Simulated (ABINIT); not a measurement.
Input of an ABINIT 10.8.3 (patched build) run:

File run.abi:

```
# Pseudopotentials
pp_dirpath "./"
pseudos "V.upf"

# Structure
acell 3*1.0 Angstrom
rprim
    -1.5143500000     1.5143500000     1.5143500000
     1.5143500000    -1.5143500000     1.5143500000
     1.5143500000     1.5143500000    -1.5143500000
ntypat 1
znucl 23
natom 1
typat 1
xred
     0.0000000000     0.0000000000     0.0000000000

# Plane-wave basis
ecut 1142.878222 eV

# k points
kptopt 1
ngkpt 12 12 12
nshiftk 1
shiftk 0.0 0.0 0.0

# Exchange and correlation
ixc -116133

# Bands and occupations
nband 11
occopt 3
tsmear 0.05 eV

# Spin
nsppol 2
spinat
     0.0000000000     0.0000000000     2.0000000000

# SCF cycle
nstep 100
tolvrs 1.0e-10

# Output
iomode 3
prtwf 0
prtden 0
prteig 0
prtebands 0
enunit 2
```

Potentials or basis: PseudoDojo NC SR PBEsol v0.4.1 standard.

Command:

```bash
$ abinit run.abi > log 2>&1
```

Q: Estimate the pressure.

A: -12.0 GPa.

Q: What does it give for the band gap on the k mesh?

A: None (metal or under the smearing width).

Q: Estimate the net moment.

A: 0.00 μB per cell.
